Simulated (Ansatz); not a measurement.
# Sn in Ansatz: convergence with k mesh

Input of the first run (k mesh 3 × 3 × 3); the others differ in this setting and in those tied to it:

The input input.yaml:

```yaml
crystal:
  lattice:
    - [-1.66643981, 1.70778749, 2.18280218]
    - [1.79387178, -1.85892325, 2.39165312]
    - [1.69371338, 1.88544402, -2.29756241]
  atoms:
    - { symbol: Sn, position: [0.0, 0.0, 0.0] }
hamiltonian:
  xc: pbesol
  pseudopotentials: { kind: paw }
kpoints:
  mp_grid: { grid: [3, 3, 3] }
scf:
  occupations: { method: gaussian, width: 0.1 }
output:
  forces: true
  stress: true
  eigenvalues: true
```

Potentials or basis: Ansatz PAW.

Command:

```sh
$ ansatz run input.yaml --threads 2 --pin off --max-ram 5632MiB --backend cpu --events-out ev --progress --plain --runs-dir out
```

This isn't the form of Sn at room conditions, which is tetragonal (white tin).

Hardware: 2 threads of Intel(R) Xeon(R) Platinum 8488C (Sapphire Rapids) (shared host).

Task: The values tried are 3 × 3 × 3, 4 × 4 × 4, 5 × 5 × 5, 6 × 5 × 6, 7 × 7 × 8, 9 × 8 × 9, 11 × 11 × 12, 13 × 13 × 14, 16 × 15 × 17, loosest first. From which on does the pressure stay within 0.1 GPa of the tightest run that finished?

Result: From 7 × 7 × 8 on.

| k mesh | energy less the tightest run, at zero smearing (meV/atom) | pressure (GPa) | SCF cycles | CPU time (s) | peak memory (GiB) |
| --- | --- | --- | --- | --- | --- |
| 3 × 3 × 3 | 5.15 | -7.11 | 6 | 0.48 | 0.29 |
| 4 × 4 × 4 | 126.24 | -3.34 | 6 | 0.68 | 0.3 |
| 5 × 5 × 5 | 13.12 | -3.72 | 6 | 0.94 | 0.31 |
| 6 × 5 × 6 | -24.94 | -3.76 | 6 | 1.2 | 0.33 |
| 7 × 7 × 8 | -10.88 | -3.28 | 6 | 2.2 | 0.37 |
| 9 × 8 × 9 | 9.25 | -3.27 | 6 | 3.5 | 0.4 |
| 11 × 11 × 12 | -1.62 | -3.31 | 6 | 7.6 | 0.52 |
| 13 × 13 × 14 | -1.83 | -3.37 | 6 | 14 | 0.65 |
| 16 × 15 × 17 | 0.00 | -3.32 | 6 | 27 | 0.89 |

Not settled before the last step: the energy (to 1 meV/atom). Meshes of other sizes hit other points, so gaps and Fermi surfaces needn't settle smoothly. The tightest run that finished is the yardstick and may itself not be fully converged.

Caveat, for the tightest run too: the PAW data sets come from PBE, with cores solved anew for the run's functional, which leaves a small shift of forces and pressure.
